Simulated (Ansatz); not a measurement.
P, 2 atoms in the cell. The typed cell holds 2 atoms: a = 3.710 Å, b = 3.710 Å, c = 3.710 Å, α = 55.44°, β = 55.44°, γ = 55.44°. This isn't the form of P at room conditions, which is orthorhombic. The cell isn't the ideal one: atoms moved at random, drawn with an rms of 0.05 Å.

| Property | Result |
| --- | --- |
| Program | Ansatz 0.2.0 |
| Task | single point |
| Functional | PBEsol |
| Potentials or basis | Ansatz PAW |
| Cutoff | 420 eV (not typed: the program's choice for these potentials) |
| k mesh | 9 × 9 × 9 |
| Occupations | fermi-dirac, width 0.05 eV |
| Spin | no spin polarisation |

Potentials or basis: Ansatz PAW.

Launch:

```bash
$ ansatz run input.yaml --threads 2 --pin off --max-ram 5632MiB --backend cpu --events-out ev --progress --plain --runs-dir out
```

Hardware: 2 threads of Arm Neoverse V1, with other jobs on the host.

**Question.** How long does it take, and how much memory?

**Answer.** Run time: 3.5 s on 2 threads of Arm Neoverse V1 (shared host), peak memory 0.37 GiB. Counts: scf iterations 6, plane waves 629, k points 365, bands 9.
